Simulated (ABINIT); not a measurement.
Set up this calculation in ABINIT 10.8.3 (patched build), as the native input.

- Task: single point
- Functional: PBE
- Potentials or basis: JTH PAW PBE v2.0
- Cutoff: 517 eV
- k mesh: 11 × 11 × 11
- Occupations: fermi-dirac, width 0.05 eV
- Spin: no spin polarisation
- Fine-grid cutoff: 1034.03 eV
- Exchange and correlation inside the PAW spheres: full angular mesh (pawxcdev 0, this build's default; the released program takes 1)

The structure of Ta lies in POSCAR:

```
Ta
1.0
   -1.6512800000      1.6512800000      1.6512800000
    1.6512800000     -1.6512800000      1.6512800000
    1.6512800000      1.6512800000     -1.6512800000
Ta
1
Direct
    0.0000000000      0.0000000000      0.0000000000  Ta
```

One way to write it, as run:

run.abi

```
pp_dirpath "./"
pseudos "Ta.GGA_PBE-JTH.xml"

structure "poscar:POSCAR"
natom 1

ecut 19.0
pawecutdg 38.0

kptopt 1
ngkpt 11 11 11
nshiftk 1
shiftk 0.0 0.0 0.0

ixc 11

nband 11
occopt 3
tsmear 0.00183747

nstep 100
tolvrs 1.0e-9

iomode 3
prtwf 0
prteig 0
prtebands 0
enunit 1
prtden 1
prtvha 1
prtvclmb 1
prtpot 1
```

Potentials or basis: JTH PAW PBE v2.0.

Run with:

```sh
$ abinit run.abi > log 2>&1
```

It gave:

The pressure is 2.4 GPa and the band gap on the k mesh is none (metal or under the smearing width). The valence electrons inside the program's atomic spheres are Ta 10.66 (radii [1.2805] Å).

It took 9.5 s on 1 thread of Intel(R) Xeon(R) Platinum 8488C (Sapphire Rapids), on a shared host, peak memory 0.1 GiB.
